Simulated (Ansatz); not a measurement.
CdS (Greenockite):

```
Cd S
1.0
     4.15000    0.00000    0.00000
    -2.07500    3.59401    0.00000
     0.00000    0.00000    6.73700
Cd S
2 2
Direct
  0.66667 0.33333 0.50000
  0.33333 0.66667 0.00000
  0.66667 0.33333 0.87500
  0.33333 0.66667 0.37500
```

* Program: Ansatz 0.2.0
* Task: relaxation of cell and atoms
* Functional: HSEsol
* Potentials or basis: Ansatz PAW
* Cutoff: 420 eV (not typed: the program's choice for these potentials)
* k mesh: 4 × 4 × 2
* Occupations: fermi-dirac, width 0.05 eV
* Spin: no spin polarisation

At the start: volume 25.12 Å³/atom.

How do energy, volume and symmetry change on relaxing?

It ends after 5 steps and the volume is 24.63 Å³/atom (-2.0 %); space group P6_3mc (No. 186, to 0.05 Å).

The path:
```csv
step,energy change (eV),largest force (eV/Å),volume (Å³)
1,0.0000,0.0586,100.48
2,-0.0097,0.0218,98.30
3,-0.0097,0.0103,98.49
4,-0.0097,0.0002,98.50
5,-0.0086,0.0002,98.50
```

Final structure:
```cif
data_structure
_symmetry_space_group_name_H-M 'P 1'
_symmetry_Int_Tables_number 1
_cell_length_a 4.1247
_cell_length_b 4.1247
_cell_length_c 6.6855
_cell_angle_alpha 90.000
_cell_angle_beta 90.000
_cell_angle_gamma 120.000
_cell_volume 98.50
loop_
_atom_site_label
_atom_site_type_symbol
_atom_site_fract_x
_atom_site_fract_y
_atom_site_fract_z
_atom_site_occupancy
Cd1 Cd 0.66667 0.33333 0.49893 1
Cd2 Cd 0.33333 0.66667 0.99893 1
S1 S 0.66667 0.33333 0.87607 1
S2 S 0.33333 0.66667 0.37607 1
```

Caveat: the k mesh is coarse (spacing up to 0.47 Å⁻¹), so the values aren't converged, least of all with exact exchange; the plane-wave basis is chosen anew once the cell has moved, so the energies of steps on either side of that aren't comparable; the PAW data sets come from PBE, with cores solved anew for the run's functional, which leaves a small shift of forces and pressure.
